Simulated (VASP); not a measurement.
Here is a VASP 6.6.1 calculation.

Contents of INCAR:

```
SYSTEM = Fe
PREC = Accurate
ENCUT = 600
EDIFF = 1E-7
ISMEAR = -1
SIGMA = 0.1
LREAL = .FALSE.
LASPH = .TRUE.
NELM = 100
ALGO = Normal
ISIF = 3
LWAVE = .FALSE.
LCHARG = .FALSE.
GGA = B5
ALDAX = 1.0
AGGAX = 1.0
AGGAC = 1.0
ALDAC = 0.0
IBRION = 2
NSW = 80
EDIFFG = -0.01
```

The input KPOINTS:

```
Automatic mesh
0
G
  11 11 11
  0 0 0
```

Contents of POSCAR:

```
Fe
1.0
    0.0000000000      2.5145090540      2.5145090540
    2.5145090540      0.0000000000      2.5145090540
    2.5145090540      2.5145090540      0.0000000000
Fe
2
Direct
    0.1250000000      0.1250000000      0.1250000000
    0.8750000000      0.8750000000      0.8750000000
```

Potentials or basis: VASP PAW PBE potentials, release 64 (Fe).

Launch:

```console
$ cat potpaw_PBE.64/Fe/POTCAR > POTCAR
$ mpirun -np 1 vasp_std > vasp.out
```

Q: What does it give for the relaxed volume?

A: 15.00 Å³/atom.

Q: What does it give for the band gap on the k mesh?

A: None (metal or under the smearing width).

Q: Predict the relaxed cell.

A: a = 3.488 Å, b = 3.488 Å, c = 3.488 Å, α = 60.00°, β = 60.00°, γ = 60.00°.

The path:
```
step  energy change (eV)  largest force (eV/Å)  pressure (GPa)  volume (Å³)
   1              0.0000                0.0000           -6.92        31.80
   2             -0.0174                0.0000            6.32        28.74
   3             -0.0411                0.0000           -0.05        30.00
```

Caveat: the PAW data sets were made with another functional, which shifts forces and pressure a little; the run has no spin polarisation, though such a crystal can be magnetic. Spin polarisation is off, so any magnetic state and its effect on volume and gap are missing.
